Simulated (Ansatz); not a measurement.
The system is Co.

```
Co
1.0
     2.47200    0.00000    0.00000
    -1.23600    2.14081    0.00000
     0.00000    0.00000    4.02114
Co
2
Cartesian
  1.2360 0.7136 3.0159
  0.0000 1.4272 1.0053
```

Base run:

* Program: Ansatz 0.2.0
* Functional: PBEsol
* Potentials or basis: all-electron PAW datasets made for the crystal
* Cutoff: 320 eV (chosen from the basis error)
* k mesh: 12 × 12 × 7
* Occupations: fermi-dirac, width 0.05 eV
* Spin: collinear spin, ferromagnetic start
* Starting moments: [2.0, 2.0] μB

Its results: pressure -5.8 GPa; net moment 3.20 μB per cell; site moments Co +1.67 μB.

Q: The run is repeated on the same cell with these changes: potentials or basis from all-electron PAW datasets made for the crystal to all-electron LAPW, non-relativistic; cutoff from 320 eV (chosen from the basis error) to 315 eV (chosen from the basis error). What comes out?

A: Pressure -2.0 GPa; net moment 3.16 μB per cell; site moments Co +1.63 μB.
